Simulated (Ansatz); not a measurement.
# HfC (Fm-3m) in Ansatz: notebook

The runs below take HfC through band structure, with revPBE, PBEsol, PBE.

Everything below comes from runs of Ansatz 0.2.0. Logs are shortened: lines on timing, memory, paths and dates and some standing lists are left out, and cuts for length are marked.

## (1) Starting point

It takes space group Fm-3m (No. 225, cubic). The conventional cell has a = 4.650 Å, b = 4.650 Å, c = 4.650 Å, α = 90.00°, β = 90.00°, γ = 90.00°. Around Hf (site symmetry m-3m) lie 6 C at 2.33 Å. C (site symmetry m-3m) has 6 Hf at 2.33 Å as nearest neighbours.

## (2) Band structure, revPBE

Input file input.yaml:

```yaml
crystal:
  lattice:
    - [0.0, 2.325, 2.325]
    - [2.325, 0.0, 2.325]
    - [2.325, 2.325, 0.0]
  atoms:
    - { symbol: Hf, position: [0.5, 0.5, 0.5] }
    - { symbol: C, position: [0.0, 0.0, 0.0] }
kpoints:
  mp_grid: { grid: [10, 10, 10] }
  band_path:
    path:
      - [0.0, 0.0, 0.0]
      - [0.5, 0.0, 0.5]
      - [0.5, 0.25, 0.75]
      - [0.375, 0.375, 0.75]
      - [0.0, 0.0, 0.0]
      - [0.5, 0.5, 0.5]
      - [0.625, 0.25, 0.625]
      - [0.5, 0.25, 0.75]
    npoints: 10
scf:
  occupations: { method: fermi_dirac, width: 0.05 }
hamiltonian:
  xc: revpbe
  pseudopotentials: { kind: all_electron, lapw: { basis_error: 0.001 } }
output:
  forces: true
  stress: true
  eigenvalues: true
```

Potentials or basis: all-electron LAPW, scalar-relativistic.

Started as:

```sh
ansatz run input.yaml --threads 1 --pin off --max-ram 3072MiB --backend cpu --events-out ev --progress --plain --runs-dir out
```

The log of the run:

```text
Warning: RAYON_NUM_THREADS=1 ignored (pool sized by the plan → 1); use --threads N
LAPW: plane waves up to 8.910 Å⁻¹, error target 1.0e-3 eV per atom; small_component_spin mean_spin; C in spheres of 0.956 Å, 6 of its electrons in bands, Dirac shells []; Hf in spheres of 1.369 Å, 42 of its electrons in bands, Dirac shells [] (how accurate: hamiltonian.pseudopotentials.lapw.basis_error, Limitations)
Engine: ansatz 0.2.0, x86_64-unknown-linux-gnu
Pseudopotentials: kind: all_electron
Pseudopotential: Hf, LAPW, valence charge 42, lapw/all_electron/scalar/gaussian/Hf, Koelling and Harmon's equation, gaussian nucleus
Pseudopotential: C, LAPW, valence charge 6, lapw/all_electron/scalar/gaussian/C, Koelling and Harmon's equation, gaussian nucleus
Functional definition: revPBE
  parameter kappa = 1.245
  parameter beta = 0.06672455060314922
  exchange = pbe_x(kappa = kappa, mu = beta*pi^2/3)
  correlation = pbe_c(beta = beta)
Crystal: 2 atoms, lattice volume = 25.136 Å³
Basis set: ecut = 302.46142828424036 eV, 307 PW (Γ), exchange–correlation at level 2
Bands: 29, of which v1, the nominal top of the filled ones, is band 24 counted from 1 (23 counted from 0)
Symmetry: 48 space group operations
Space group: Fm-3m (ITA 225), of the structure as read, at distance tolerance 2.9e-5 Å
k-points: 47 of 1000
Non-local potential: Hf, projectors of the file, none
Non-local potential: C, projectors of the file, none
Initial density: superposition of atomic densities (chi_scale 0.1, normalization cell, long waves kept (reshape's long-wave potential 0.00 eV rms))
Initial wavefunctions: plane waves of lowest kinetic energy (no species holds an atomic orbital)
Functional: x = revpbe(κ = 1.245, μ = 0.2195149727645171), c = pbe(β = 0.06672455060314922)
iter 1 solved again at ethr=1.21e-2 eV; its pass at ethr=1.00e-1 eV (dr2=5.80e0 eV) is discarded
SCF iter   1: F=—  HF=-411300.622663 eV  |F-HF|=—  |Δ(HF+E_count)|=         —  Δρ=1.28e-1  dr2=5.80e0  ethr=1.21e-2  ⟨swp⟩=2.0  Hψ=8130  notcnv=0
preconditioner: auto → none  [insulator: Δε(μ)=0.363 eV  Ē_g=18.140 eV  σ=0.050 eV  W_gap=0.67  n_scr=14 (ndim 8)  ℏωp=39.2 eV  f_vac=0.000  D(μ)=0.17/eV (n_scr^D=0)  ε∞_Penn≈5.7]
SCF iter   2: F=—  HF=-411299.661396 eV  |F-HF|=—  |Δ(HF+E_count)|=   9.61e-1  Δρ=7.82e-2  dr2=1.93e0  ethr=1.21e-2  ⟨swp⟩=3.0  Hψ=4161  notcnv=0
iter 3 solved again at ethr=4.93e-5 eV; its pass at ethr=4.02e-3 eV (dr2=2.37e-2 eV) is discarded
SCF iter   3: F=—  HF=-411298.679035 eV  |F-HF|=—  |Δ(HF+E_count)|=   9.82e-1  Δρ=1.19e-2  dr2=2.37e-2  ethr=4.93e-5  ⟨swp⟩=2.0  Hψ=7134  notcnv=0
SCF iter   4: F=—  HF=-411298.678177 eV  |F-HF|=—  |Δ(HF+E_count)|=         —  Δρ=5.40e-3  dr2=5.54e-3  ethr=4.93e-5  ⟨swp⟩=2.0  Hψ=4075  notcnv=0
the basis was enlarged: its passes take 428.6 KiB over the memory plan, 1 of 1 planned eigensolver slots
SCF iter   5: F=—  HF=-411298.678726 eV  |F-HF|=—  |Δ(HF+E_count)|=   5.50e-4  Δρ=9.94e-4  dr2=1.49e-4  ethr=1.15e-5  ⟨swp⟩=2.0  Hψ=4069  notcnv=0
SCF iter   6: F=—  HF=-411298.678390 eV  |F-HF|=—  |Δ(HF+E_count)|=   3.37e-4  Δρ=3.20e-4  dr2=2.15e-5  ethr=3.10e-7  ⟨swp⟩=2.5  Hψ=4136  notcnv=0
SCF iter   7: F=—  HF=-411298.678325 eV  |F-HF|=—  |Δ(HF+E_count)|=   6.47e-5  Δρ=2.39e-5  dr2=1.22e-7  ethr=4.47e-8  ⟨swp⟩=3.0  Hψ=4208  notcnv=0
SCF iter   8: F=-411298.678325 eV  HF=-411298.678325 eV  |F-HF|=1.16e-9  |Δ(HF+E_count)|=   2.48e-7  Δρ=2.84e-6  dr2=8.97e-10  ethr=2.54e-10  ⟨swp⟩=3.0  Hψ=4256  notcnv=0
SCF 1 converged in 8 iterations: F = -411298.678325 eV  dr2 = 8.97e-10
NSCF: frozen V_eff on 71 k-points
SCF converged after 8 iterations
Free energy (F): -411298.678325 eV
Harris-Foulkes:  -411298.678325 eV  (|F-HF|=1.16e-9)
Internal energy: -411298.675552 eV  (E = F + TS)
E sigma→0 (E₀):  -411298.676939 eV
Entropy (-TS):   -0.002772 eV (-1.386 meV/atom)
Fermi energy:    20.608156 eV
--- Per-component energies (eV) ---
  E_band       = -4277.730262
  E_kinetic    = 457530.656879
  E_xc         = -8573.326909
  E_electrostatic = -860256.005523  (all electrons and nuclei)
  E_smearing   = -0.002772  (= −TS)
  E_closure    = 0.000000  (closes the sum)
  E_atoms      = -411281.032093  (free atoms, spherical and without spin; not in F)
  Σ components = -411298.678325   (vs F -411298.678325, Δ=0.00e0)
  Basis errors (estimates in eV, not in F): energy 3.6e-4 per atom: plane waves 3.2e-4 (1.8e-4 summed), levels above the bands 3.0e-61, relativity 5.5e-8, radial functions 4.2e-5, core shells 1.1e-7; eigenvalues (radial functions only) 4.0e-6; not estimated: angular momenta, meshes, grids; target (lapw.basis_error) 1.0e-3; muffin-tin radii C 0.956 Å, Hf 1.369 Å
--- Forces (eV/Å), atoms counted from 1 ---
  atom   1  Hf     0.00000000     0.00000000    -0.00000000
  atom   2  C     -0.00000000     0.00000000     0.00000000
  max |Σ_I F_I| component: 9.04e-31 eV/Å
--- Stress (GPa, compression-positive) ---
        3.225104       0.000000       0.000000
        0.000000       3.225104      -0.000000
        0.000000      -0.000000       3.225104
  P = ⅓ Tr σ = 3.2251 GPa (32.251 kbar)
--- Band table (eV; the first three rows and the last of 47) ---
  k-point 0: bands = ["-352.1684", "-352.1684", "-352.1684", "-244.2983", "-180.0190", "-180.0190", "-180.0190", "-180.0013", "-180.0013", "-40.6023", "-9.0462", "-9.0462", "-9.0462", "8.1934", "9.4425", "9.4512", "9.4512", "9.4512", "9.5314", "9.5314", "9.5314", "21.6089", "21.6089", "21.6089", "21.9453", "21.9453", "21.9453", "23.9304", "23.9304"]
  k-point 1: bands = ["-352.1684", "-352.1684", "-352.1684", "-244.2983", "-180.0190", "-180.0190", "-180.0190", "-180.0013", "-180.0013", "-40.5984", "-9.1147", "-9.0528", "-9.0528", "8.4331", "9.4460", "9.4569", "9.4569", "9.4583", "9.5260", "9.5260", "9.5316", "20.2167", "20.5994", "20.5994", "22.3590", "22.3590", "22.7369", "25.0391", "25.0391"]
  k-point 2: bands = ["-352.1684", "-352.1684", "-352.1684", "-244.2983", "-180.0190", "-180.0190", "-180.0190", "-180.0013", "-180.0013", "-40.5884", "-9.2894", "-9.0700", "-9.0700", "9.0420", "9.4560", "9.4721", "9.4721", "9.5128", "9.5128", "9.5322", "9.5414", "18.4296", "19.3434", "19.3434", "23.1031", "23.1031", "23.2793", "27.0241", "27.0241"]
  k-point 46: bands = ["-352.1684", "-352.1684", "-352.1684", "-244.2983", "-180.0190", "-180.0190", "-180.0190", "-180.0013", "-180.0013", "-40.5487", "-9.5146", "-9.4035", "-9.2888", "9.4343", "9.4751", "9.4795", "9.4795", "9.5002", "9.5069", "9.5070", "10.8081", "17.7971", "17.8072", "17.9121", "23.2324", "25.2264", "27.3098", "27.5043", "28.8832"]
```

Wall time 13 s (1 thread of Intel Xeon Platinum 8375C at 2.90GHz (Ice Lake), shared host); peak memory 0.37 GiB.

Results:

```
Free energy             : -411298.6783 eV
Pressure                : 3.2 GPa
Band gap along the path : none (metal or under the smearing width)
```

Levels at the corners of the path, in eV from the Fermi level:
| point | band 21 | band 22 | band 23 | band 24 | band 25 | band 26 | band 27 | band 28 |
| --- | --- | --- | --- | --- | --- | --- | --- | --- |
| Γ | -11.08 | 1.00 | 1.00 | 1.00 | 1.34 | 1.34 | 1.34 | 3.32 |
| X | -10.54 | -2.69 | -1.83 | -0.13 | -0.13 | 5.24 | 6.69 | 6.69 |
| W | -9.71 | -3.03 | -2.79 | -2.79 | 3.63 | 3.63 | 6.70 | 7.02 |
| K | -9.80 | -3.57 | -2.81 | -1.70 | 1.54 | 5.74 | 6.12 | 8.16 |
| Γ | -11.08 | 1.00 | 1.00 | 1.00 | 1.34 | 1.34 | 1.34 | 3.32 |
| L | -8.56 | -6.21 | -3.06 | -3.06 | 5.27 | 5.27 | 5.73 | 6.49 |
| U | -9.80 | -3.57 | -2.81 | -1.70 | 1.54 | 5.74 | 6.12 | 8.16 |
| W | -9.71 | -3.03 | -2.79 | -2.79 | 3.63 | 3.63 | 6.70 | 7.02 |

Caveat: spin-orbit coupling is left out, which moves the levels of the heavy elements.

## (3) Band structure, PBEsol

Changes to input.yaml since step 2:

```diff
@@ -20,3 +20,3 @@
       - [0.5, 0.25, 0.75]
-    npoints: 10
+    npoints: 6
 scf:
@@ -24,3 +24,3 @@
 hamiltonian:
-  xc: revpbe
+  xc: pbesol
   pseudopotentials: { kind: all_electron, lapw: { basis_error: 0.001 } }
```

Potentials or basis: all-electron LAPW, scalar-relativistic.

Started as:

```sh
ansatz run input.yaml --threads 1 --pin off --max-ram 3072MiB --backend cpu --events-out ev --progress --plain --runs-dir out
```

The log of the run:

```text
Warning: RAYON_NUM_THREADS=1 ignored (pool sized by the plan → 1); use --threads N
LAPW: plane waves up to 8.910 Å⁻¹, error target 1.0e-3 eV per atom; small_component_spin mean_spin; C in spheres of 0.956 Å, 6 of its electrons in bands, Dirac shells []; Hf in spheres of 1.369 Å, 42 of its electrons in bands, Dirac shells [] (how accurate: hamiltonian.pseudopotentials.lapw.basis_error, Limitations)
[... 4 set-up lines as earlier in the session ...]
Functional definition: PBEsol
  exchange = pbesol_x
  correlation = pbesol_c
Crystal: 2 atoms, lattice volume = 25.136 Å³
Basis set: ecut = 302.4548903853716 eV, 307 PW (Γ), exchange–correlation at level 2
Bands: 29, of which v1, the nominal top of the filled ones, is band 24 counted from 1 (23 counted from 0)
[... 2 set-up lines as earlier in the session ...]
k-points: 47 of 1000
[... 4 set-up lines as earlier in the session ...]
Functional: x = pbesol(κ = 0.804, μ = 0.12345679012345678), c = pbesol(β = 0.046)
iter 1 solved again at ethr=1.14e-2 eV; its pass at ethr=1.00e-1 eV (dr2=5.49e0 eV) is discarded
SCF iter   1: F=—  HF=-411163.405868 eV  |F-HF|=—  |Δ(HF+E_count)|=         —  Δρ=1.24e-1  dr2=5.49e0  ethr=1.14e-2  ⟨swp⟩=2.0  Hψ=8140  notcnv=0
preconditioner: auto → none  [insulator: Δε(μ)=0.378 eV  Ē_g=18.060 eV  σ=0.050 eV  W_gap=0.57  n_scr=14 (ndim 8)  ℏωp=39.2 eV  f_vac=0.000  D(μ)=0.15/eV (n_scr^D=0)  ε∞_Penn≈5.7]
SCF iter   2: F=—  HF=-411162.515570 eV  |F-HF|=—  |Δ(HF+E_count)|=   8.90e-1  Δρ=7.82e-2  dr2=1.94e0  ethr=1.14e-2  ⟨swp⟩=3.0  Hψ=4171  notcnv=0
iter 3 solved again at ethr=4.42e-5 eV; its pass at ethr=4.04e-3 eV (dr2=2.12e-2 eV) is discarded
SCF iter   3: F=—  HF=-411161.531869 eV  |F-HF|=—  |Δ(HF+E_count)|=   9.84e-1  Δρ=1.15e-2  dr2=2.13e-2  ethr=4.42e-5  ⟨swp⟩=2.0  Hψ=7119  notcnv=0
SCF iter   4: F=—  HF=-411161.524653 eV  |F-HF|=—  |Δ(HF+E_count)|=         —  Δρ=4.86e-3  dr2=4.62e-3  ethr=4.42e-5  ⟨swp⟩=2.0  Hψ=4082  notcnv=0
the basis was enlarged: its passes take 266.9 KiB over the memory plan, 1 of 1 planned eigensolver slots
SCF iter   5: F=—  HF=-411161.523303 eV  |F-HF|=—  |Δ(HF+E_count)|=   1.35e-3  Δρ=9.51e-4  dr2=1.29e-4  ethr=9.62e-6  ⟨swp⟩=2.0  Hψ=4076  notcnv=0
SCF iter   6: F=—  HF=-411161.522965 eV  |F-HF|=—  |Δ(HF+E_count)|=   3.38e-4  Δρ=2.58e-4  dr2=1.42e-5  ethr=2.69e-7  ⟨swp⟩=2.4  Hψ=4138  notcnv=0
SCF iter   7: F=—  HF=-411161.522919 eV  |F-HF|=—  |Δ(HF+E_count)|=   4.56e-5  Δρ=1.97e-5  dr2=9.15e-8  ethr=2.97e-8  ⟨swp⟩=3.0  Hψ=4218  notcnv=0
SCF iter   8: F=-411161.522919 eV  HF=-411161.522919 eV  |F-HF|=0.00e0  |Δ(HF+E_count)|=   3.28e-7  Δρ=9.78e-7  dr2=1.05e-10  ethr=1.91e-10  ⟨swp⟩=3.0  Hψ=4262  notcnv=0
SCF 1 converged in 8 iterations: F = -411161.522919 eV  dr2 = 1.05e-10
NSCF: frozen V_eff on 43 k-points
SCF converged after 8 iterations
Free energy (F): -411161.522919 eV
Harris-Foulkes:  -411161.522919 eV  (|F-HF|=0.00e0)
Internal energy: -411161.520144 eV  (E = F + TS)
E sigma→0 (E₀):  -411161.521532 eV
Entropy (-TS):   -0.002775 eV (-1.388 meV/atom)
Fermi energy:    20.371739 eV
--- Per-component energies (eV) ---
  E_band       = -4277.925719
  E_kinetic    = 457329.479423
  E_xc         = -8434.131461
  E_electrostatic = -860056.868106  (all electrons and nuclei)
  E_smearing   = -0.002775  (= −TS)
  E_closure    = 0.000000  (closes the sum)
  E_atoms      = -411142.005238  (free atoms, spherical and without spin; not in F)
  Σ components = -411161.522919   (vs F -411161.522919, Δ=0.00e0)
  Basis errors (estimates in eV, not in F): energy 3.6e-4 per atom: plane waves 3.2e-4 (1.8e-4 summed), levels above the bands 2.4e-61, relativity 3.1e-8, radial functions 3.8e-5, core shells 1.1e-7; eigenvalues (radial functions only) 4.1e-6; not estimated: angular momenta, meshes, grids; target (lapw.basis_error) 1.0e-3; muffin-tin radii C 0.956 Å, Hf 1.369 Å
--- Forces (eV/Å), atoms counted from 1 ---
  atom   1  Hf     0.00000000     0.00000000    -0.00000000
  atom   2  C     -0.00000000    -0.00000000    -0.00000000
  max |Σ_I F_I| component: 9.86e-32 eV/Å
--- Stress (GPa, compression-positive) ---
       -6.475072      -0.000000       0.000000
       -0.000000      -6.475072       0.000000
        0.000000       0.000000      -6.475072
  P = ⅓ Tr σ = -6.4751 GPa (-64.751 kbar)
--- Band table (eV; the first three rows and the last of 47) ---
  k-point 0: bands = ["-351.8817", "-351.8817", "-351.8817", "-242.9306", "-179.9714", "-179.9714", "-179.9714", "-179.9540", "-179.9540", "-40.7395", "-9.1962", "-9.1962", "-9.1962", "8.0227", "9.2811", "9.2897", "9.2897", "9.2897", "9.3713", "9.3713", "9.3713", "21.4043", "21.4043", "21.4043", "21.6441", "21.6441", "21.6441", "23.6603", "23.6603"]
  k-point 1: bands = ["-351.8817", "-351.8817", "-351.8817", "-242.9306", "-179.9714", "-179.9714", "-179.9714", "-179.9540", "-179.9540", "-40.7356", "-9.2658", "-9.2030", "-9.2030", "8.2657", "9.2847", "9.2955", "9.2955", "9.2964", "9.3659", "9.3659", "9.3716", "19.9786", "20.3706", "20.3706", "22.0675", "22.0675", "22.4727", "24.7842", "24.7842"]
  k-point 2: bands = ["-351.8817", "-351.8817", "-351.8817", "-242.9306", "-179.9714", "-179.9714", "-179.9714", "-179.9540", "-179.9540", "-40.7255", "-9.4433", "-9.2205", "-9.2205", "8.8854", "9.2949", "9.3108", "9.3108", "9.3524", "9.3524", "9.3722", "9.3768", "18.1975", "19.1101", "19.1101", "22.8103", "22.8103", "23.0141", "26.7767", "26.7767"]
  k-point 46: bands = ["-351.8817", "-351.8817", "-351.8817", "-242.9306", "-179.9714", "-179.9714", "-179.9714", "-179.9540", "-179.9540", "-40.6852", "-9.6728", "-9.5598", "-9.4427", "9.2760", "9.3140", "9.3186", "9.3186", "9.3400", "9.3461", "9.3461", "10.6855", "17.5711", "17.5726", "17.6696", "22.9731", "24.9533", "27.0306", "27.2170", "28.6613"]
```

Wall time 10 s (1 thread of Intel Xeon Platinum 8375C at 2.90GHz (Ice Lake), shared host); peak memory 0.37 GiB.

Results:

```yaml
Free_energy: -411161.5229 eV
Pressure: -6.5 GPa
Band_gap_along_the_path: none (metal or under the smearing width)
```

Levels at the corners of the path, in eV from the Fermi level:
```csv
point,band 21,band 22,band 23,band 24,band 25,band 26,band 27,band 28
Γ,-11.00,1.03,1.03,1.03,1.27,1.27,1.27,3.29
X,-10.44,-2.66,-1.89,-0.10,-0.10,5.22,6.65,6.65
W,-9.59,-3.04,-2.78,-2.78,3.60,3.60,6.66,6.96
K,-9.69,-3.58,-2.80,-1.68,1.51,5.69,6.09,8.13
Γ,-11.00,1.03,1.03,1.03,1.27,1.27,1.27,3.29
L,-8.42,-6.24,-3.07,-3.07,5.22,5.22,5.68,6.48
U,-9.69,-3.58,-2.80,-1.68,1.51,5.69,6.09,8.13
W,-9.59,-3.04,-2.78,-2.78,3.60,3.60,6.66,6.96
```

Caveat: spin-orbit coupling is left out, which moves the levels of the heavy elements.

## (4) Band structure, PBE

Changes to input.yaml since step 3:

```diff
@@ -24,3 +24,3 @@
 hamiltonian:
-  xc: pbesol
+  xc: pbe
   pseudopotentials: { kind: all_electron, lapw: { basis_error: 0.001 } }
```

Started as:

```sh
ansatz run input.yaml --threads 1 --pin off --max-ram 3072MiB --backend cpu --events-out ev --progress --plain --runs-dir out
```

It took 10 s on 1 thread of Intel Xeon Platinum 8375C at 2.90GHz (Ice Lake), shared host; peak memory 0.37 GiB.

The run converged. Its results:

```
Free energy             : -411288.9428 eV
Pressure                : 0.3 GPa
Band gap along the path : none (metal or under the smearing width)
```

Levels at the corners of the path, in eV from the Fermi level:
| point | band 21 | band 22 | band 23 | band 24 | band 25 | band 26 | band 27 | band 28 |
| --- | --- | --- | --- | --- | --- | --- | --- | --- |
| Γ | -11.05 | 1.00 | 1.00 | 1.00 | 1.32 | 1.32 | 1.32 | 3.32 |
| X | -10.49 | -2.67 | -1.84 | -0.12 | -0.12 | 5.24 | 6.67 | 6.67 |
| W | -9.66 | -3.03 | -2.78 | -2.78 | 3.62 | 3.62 | 6.68 | 7.01 |
| K | -9.75 | -3.56 | -2.80 | -1.69 | 1.53 | 5.72 | 6.10 | 8.15 |
| Γ | -11.05 | 1.00 | 1.00 | 1.00 | 1.32 | 1.32 | 1.32 | 3.32 |
| L | -8.50 | -6.21 | -3.06 | -3.06 | 5.24 | 5.24 | 5.70 | 6.52 |
| U | -9.75 | -3.56 | -2.80 | -1.69 | 1.53 | 5.72 | 6.10 | 8.15 |
| W | -9.66 | -3.03 | -2.78 | -2.78 | 3.62 | 3.62 | 6.68 | 7.01 |

Caveat: spin-orbit coupling is left out, which moves the levels of the heavy elements.

## (5) Overview

| level | cutoff (eV) | pressure (GPa) |
| --- | --- | --- |
| revPBE | 302 | 3.2 |
| PBEsol | 302 | -6.5 |
| PBE | 303 | 0.3 |

Alike in all rows: task band structure; potentials or basis all-electron LAPW, scalar-relativistic; no spin polarisation; cell as given; k mesh 10 × 10 × 10; smearing fermi-dirac 0.05 eV; basis error allowed 0.001 eV/atom.

The pressure there spans -6.5 GPa (PBEsol) to 3.2 GPa (revPBE); a positive pressure means that this level wants a larger cell, a negative one a smaller.

Caveats: spin-orbit coupling is left out, which moves the levels of the heavy elements.

Compare energies only between runs with the same functional and basis.
